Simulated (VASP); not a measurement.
# Pd (Fm-3m) in VASP: single point with PBE

Aim: the single point of Pd with PBE.

All numbers are computed with VASP 6.6.1; they aren't measurements. Logs are shortened: lines on timing, memory, paths and dates and some standing lists are left out, and cuts for length are marked.

## Step 1: The crystal as given

Symmetry: Fm-3m, No. 225, cubic system. The conventional cell has a = 3.891 Å, b = 3.891 Å, c = 3.891 Å, α = 90.00°, β = 90.00°, γ = 90.00°. Around Pd (site symmetry m-3m) lie 12 Pd at 2.75 Å.

## Step 2: Single point, PBE

INCAR

```
PREC = Accurate
ENCUT = 520
EDIFF = 1E-6
ISMEAR = -1
SIGMA = 0.1
LREAL = False
LASPH = True
NELM = 60
ALGO = Normal
ISIF = 2
LWAVE = False
LCHARG = True
GGA = PE
LELF = True
LVHAR = True
```

KPOINTS

```
regular mesh
0
Gamma
  36 36 36
```

POSCAR

```
Pd
1.0
    0.0000000000      1.9455000000      1.9455000000
    1.9455000000      0.0000000000      1.9455000000
    1.9455000000      1.9455000000      0.0000000000
Pd
1
Direct
    0.0000000000      0.0000000000      0.0000000000
```

Potentials or basis: VASP PAW PBE potentials, release 64 (Pd).

Run with:

```console
$ cat potpaw_PBE.64/Pd/POTCAR > POTCAR
$ mpirun -np 1 vasp_std > vasp.out
```

OUTCAR:

```text
PREC = Accurate
   ENCUT = 520
   EDIFF = 1E-6
   ISMEAR = -1
   LREAL = False
   LASPH = True
   NELM = 60
   ISIF = 2
   GGA = PE

 ion  position               nearest neighbor table
   1  0.000  0.000  0.000-

  LATTYP: Found a face centered cubic cell.
 ALAT       =     3.8910000000

  Lattice vectors:

 A1 = (   0.0000000000,   1.9455000000,   1.9455000000)
 A2 = (   1.9455000000,   0.0000000000,   1.9455000000)
 A3 = (   1.9455000000,   1.9455000000,   0.0000000000)

Analysis of symmetry for initial positions (statically):
=====================================================================
 Subroutine PRICEL returns:
 Original cell was already a primitive cell.

 Routine SETGRP: Setting up the symmetry group for a
 face centered cubic supercell.

 Subroutine GETGRP returns: Found 48 space group operations
 (whereof 48 operations were pure point group operations)
 out of a pool of 48 trial point group operations.

The static configuration has the point symmetry O_h .

Analysis of symmetry for dynamics (positions and initial velocities):
=====================================================================
 Subroutine PRICEL returns:
 Original cell was already a primitive cell.

 Routine SETGRP: Setting up the symmetry group for a
 face centered cubic supercell.

 Subroutine GETGRP returns: Found 48 space group operations
 (whereof 48 operations were pure point group operations)
 out of a pool of 48 trial point group operations.

The dynamic configuration has the point symmetry O_h .

 Subroutine INISYM returns: Found 48 space group operations
 (whereof 48 operations are pure point group operations),
 and found     1 'primitive' translations

----------------------------------------------------------------------------------------

                                     Primitive cell

  volume of cell :      14.7273

  direct lattice vectors                    reciprocal lattice vectors
     0.000000000  1.945500000  1.945500000    -0.257003341  0.257003341  0.257003341
     1.945500000  0.000000000  1.945500000     0.257003341 -0.257003341  0.257003341
     1.945500000  1.945500000  0.000000000     0.257003341  0.257003341 -0.257003341

  length of vectors
     2.751352486  2.751352486  2.751352486     0.445142844  0.445142844  0.445142844

  position of ions in fractional coordinates (direct lattice)
     0.000000000  0.000000000  0.000000000

  ion indices of the primitive-cell ions
   primitive index   ion index
                 1           1

----------------------------------------------------------------------------------------

 KPOINTS: regular mesh

Automatic generation of k-mesh.
 Grid dimensions read from file:
 generate k-points for:   36   36   36

 Generating k-lattice:

  Cartesian coordinates                     Fractional coordinates (reciprocal lattice)
    -0.007138982  0.007138982  0.007138982     0.027777778  0.000000000  0.000000000
     0.007138982 -0.007138982  0.007138982     0.000000000  0.027777778  0.000000000
     0.007138982  0.007138982 -0.007138982     0.000000000  0.000000000  0.027777778

  Length of vectors
     0.012365079  0.012365079  0.012365079

  Shift w.r.t. Gamma in fractional coordinates (k-lattice)
     0.000000000  0.000000000  0.000000000

 Subroutine IBZKPT returns following result:
 ===========================================

 Found   1240 irreducible k-points:

 Following reciprocal coordinates:
            Coordinates               Weight
  0.000000  0.000000  0.000000      1.000000
  0.027778  0.000000  0.000000      8.000000
  0.055556  0.000000  0.000000      8.000000
  0.083333  0.000000  0.000000      8.000000
  0.111111  0.000000  0.000000      8.000000
  0.138889  0.000000  0.000000      8.000000
[... 16 lines left out ...]
  0.111111  0.027778  0.000000     24.000000
  0.138889  0.027778  0.000000     24.000000
 [... further k-points ...]
   k-points           NKPTS =   1240   k-points in BZ     NKDIM =   1240   number of bands    NBANDS=      9
   number of dos      NEDOS =    301   number of ions     NIONS =      1
   total plane-waves  NPLWV =   8000
   dimension x,y,z NGX =    20 NGY =   20 NGZ =   20
   dimension x,y,z NGXF=    40 NGYF=   40 NGZF=   40
   ions per type =               1
   NGX,Y,Z   is equivalent  to a cutoff of  12.08, 12.08, 12.08 a.u.
   NGXF,Y,Z  is equivalent  to a cutoff of  24.17, 24.17, 24.17 a.u.
 SYSTEM =  unknown system
   PREC   = accura    normal or accurate (medium, high low for compatibility)
   ISTART =      0    job   : 0-new  1-cont  2-samecut
   ICHARG =      2    charge: 1-file 2-atom 10-const
   ISPIN  =      1    spin polarized calculation?
   LNONCOLLINEAR =      F non collinear calculations
   LSORBIT =      F    spin-orbit coupling
   LASPH  =      T    aspherical Exc in radial PAW
   ENCUT  =  520.0 eV  38.22 Ry    6.18 a.u.   5.12  5.12  5.12*2*pi/ulx,y,z
   NELM   =     60;   NELMIN=  2; NELMDL= -5     # of ELM steps
   EDIFF  = 0.1E-05   stopping-criterion for ELM
   LREAL  =      F    real-space projection
[... 7 lines left out ...]
   TEBEG  =    0.0;   TEEND  =   0.0 temperature during run
   PSTRESS=    0.0 pullay stress
   NELECT =      10.0000    total number of electrons
   NUPDOWN=      -1.0000    fix difference up-down
   EMIN   =  10.00;   EMAX   =-10.00  energy-range for DOS
   EFERMI =   0.00;   METHOD = LEGACY
   ISMEAR =    -1;   SIGMA  =   0.10  broadening in eV -4-tet -1-fermi 0-gaus
   EFERMI_NEDOS =   21; number of points for ismear=-14 and -15
   IALGO  =     38    algorithm
   IMIX   =      4    mixing-type and parameters
     AMIX     =   0.40;   BMIX     =  1.00
     AMIX_MAG =   1.60;   BMIX_MAG =  1.00
  volume/ion in A,a.u.               =      14.73        99.38
  Fermi-wavevector in a.u.,A,eV,Ry     =   1.438910  2.719145 28.170341  2.070462
  Thomas-Fermi vector in A             =   2.557824
   LORBIT       =      0    0 simple, 1 ext, 2 COOP (PROOUT), +10 PAW based schemes
   GGA     = PE    functional components
   LHFCALC =     F    Hartree Fock is set to
   AEXX    =    0.0000 exact exchange contribution
   IVDW    =     0    specifies the selected vdW correction
   LEPSILON=     F    determine dielectric tensor
   LRPA    =     F    only Hartree local field effects (RPA)
 non-spin polarized calculation
  energy-cutoff  :      520.00
  volume of cell :       14.73
 maximum number of plane-waves:       415
   NGX = 11   NGY = 11   NGZ = 11

 number of electron      10.0000000 magnetization

 number of electron       9.9999999 magnetization

 Free energy of the ion-electron system (eV)
  ---------------------------------------------------
  ext. energy  EPLUGINS =         0.00000000
  ---------------------------------------------------
  free energy    TOTEN  =        -5.23994495 eV

  energy without entropy =       -5.17650253  energy(sigma->0) =       -5.20822374

 E-fermi :   9.8352     XC(G=0): -13.1950

 val. band max:        9.8348520571   @ k =   0.4722   0.2500   0.0278
 cond. band min:       9.8361108979   @ k =  -0.4444   0.3611   0.0833
 fundamental gap:      0.0012588408
 Fermi energy:         9.8352334882

 k-point     1 :       0.0000    0.0000    0.0000
  band No.  band energies     occupation
      1       2.6577      2.00000
      2       6.9641      2.00000
      3       6.9641      2.00000
      4       6.9641      2.00000
      5       8.5761      1.99999
      6       8.5761      1.99999
      7      27.0045      0.00000
      8      31.7881      0.00000
      9      31.7881      0.00000

 k-point     2 :       0.0278    0.0000    0.0000
  band No.  band energies     occupation
      1       2.6860      2.00000
      2       6.9536      2.00000
      3       6.9741      2.00000
      4       6.9741      2.00000
      5       8.5711      1.99999
      6       8.5711      1.99999
      7      27.0359      0.00000
      8      31.5758      0.00000
      9      31.8209      0.00000

 k-point     3 :       0.0556    0.0000    0.0000
  band No.  band energies     occupation
      1       2.7703      2.00000
      2       6.9237      2.00000
      3       7.0034      2.00000
      4       7.0034      2.00000
      5       8.5570      1.99999
      6       8.5570      1.99999
      7      27.1255      0.00000
      8      31.0267      0.00000
      9      31.9181      0.00000

 k-point     4 :       0.0833    0.0000    0.0000
  band No.  band energies     occupation
      1       2.9083      2.00000
      2       6.8780      2.00000
      3       7.0491      2.00000
      4       7.0491      2.00000
      5       8.5371      2.00000
      6       8.5371      2.00000
      7      27.2575      0.00000
      8      30.2928      0.00000
      9      32.0759      0.00000

 k-point     5 :       0.1111    0.0000    0.0000
  band No.  band energies     occupation
      1       3.0957      2.00000
      2       6.8231      2.00000
      3       7.1062      2.00000
      4       7.1062      2.00000
      5       8.5171      2.00000
      6       8.5171      2.00000
      7      27.3954      0.00000
      8      29.4881      0.00000
      9      32.2875      0.00000

 k-point     6 :       0.1389    0.0000    0.0000
  band No.  band energies     occupation
      1       3.3255      2.00000
      2       6.7688      2.00000
      3       7.1668      2.00000
      4       7.1668      2.00000
      5       8.5050      2.00000
      6       8.5050      2.00000
      7      27.4355      0.00000
      8      28.7356      0.00000
      9      32.5423      0.00000
[... 169 lines left out ...]
 k-point    21 :       0.0556    0.0278    0.0000
  band No.  band energies     occupation
      1       2.7611      2.00000
      2       6.9153      2.00000
      3       7.0050      2.00000
      4       7.0076      2.00000
      5       8.5282      2.00000
      6       8.5880      1.99999
      7      27.1179      0.00000
      8      31.2106      0.00000
      9      31.8430      0.00000

 k-point    22 :       0.0833    0.0278    0.0000
  band No.  band energies     occupation
      1       2.8813      2.00000
      2       6.8732      2.00000
      3       7.0443      2.00000
      4       7.0511      2.00000
      5       8.4953      2.00000
      6       8.5844      1.99999
      7      27.2381      0.00000
      8      30.5353      0.00000
      9      31.8586      0.00000

 k-point    23 :       0.1111    0.0278    0.0000
  band No.  band energies     occupation
      1       3.0524      2.00000
      2       6.8198      2.00000
      3       7.0974      2.00000
      4       7.1066      2.00000
      5       8.4606      2.00000
      6       8.5784      1.99999
      7      27.3800      0.00000
      8      29.7521      0.00000
      9      31.9722      0.00000

 k-point    24 :       0.1389    0.0278    0.0000
  band No.  band energies     occupation
      1       3.2687      2.00000
      2       6.7631      2.00000
      3       7.1580      2.00000
      4       7.1674      2.00000
      5       8.4318      2.00000
      6       8.5772      1.99999
      7      27.4734      0.00000
      8      28.9672      0.00000
      9      32.1349      0.00000

 [... further k-points ...]
[... 5 lines left out ...]
  --------------------------------------------------------------------------------------
  -------------------------------------------------------------------------------------
  Total        0.6854668      0.6854668      0.6854668      0.0000000      0.0000000     -0.0000000
  in kB       74.5715698     74.5715698     74.5715698      0.0000000      0.0000000     -0.0000000
  external PRESSURE =      74.5715698 kB  Pullay stress =       0.0000000 kB

 VOLUME and BASIS-vectors are now :
 -----------------------------------------------------------------------------
  energy-cutoff  :      520.00
  volume of cell :       14.73
      direct lattice vectors                 reciprocal lattice vectors
     0.000000000  1.945500000  1.945500000    -0.257003341  0.257003341  0.257003341
     1.945500000  0.000000000  1.945500000     0.257003341 -0.257003341  0.257003341
     1.945500000  1.945500000  0.000000000     0.257003341  0.257003341 -0.257003341

 POSITION                                       TOTAL-FORCE (eV/Angst)
 -----------------------------------------------------------------------------------
      0.00000      0.00000      0.00000         0.000000      0.000000      0.000000
 -----------------------------------------------------------------------------------
    total drift:                                0.000000     -0.000000      0.000000

  FREE ENERGIE OF THE ION-ELECTRON SYSTEM (eV)
  ---------------------------------------------------
  free  energy   TOTEN  =        -5.2399449486 eV

  energy  without entropy=       -5.1765025286  energy(sigma->0) =       -5.20822374
```

Run time: 81 s. Hardware: 1 thread of Intel Xeon Platinum 8559C (Emerald Rapids), shared host; peak memory 0.29 GiB.

What came out:

| Item | Value |
| --- | --- |
| Free energy | -5.2399 eV |
| Pressure | 7.5 GPa |
| Band gap on the k mesh | none (metal or under the smearing width) |

Levels at points of the mesh, in eV from the Fermi level:
| k point | band 1 | band 2 | band 3 | band 4 | band 5 | band 6 | band 7 | band 8 | band 9 |
| --- | --- | --- | --- | --- | --- | --- | --- | --- | --- |
| (0.00, 0.00, 0.00) | -7.18 | -2.87 | -2.87 | -2.87 | -1.26 | -1.26 | 17.17 | 21.95 | 21.95 |
| (0.50, 0.00, 0.00) | -5.33 | -2.92 | -2.92 | -0.05 | -0.05 | 0.99 | 7.31 | 16.53 | 21.10 |
| (0.50, 0.50, 0.00) | -5.43 | -5.14 | -0.08 | 0.27 | 0.27 | 3.32 | 10.76 | 13.19 | 13.19 |
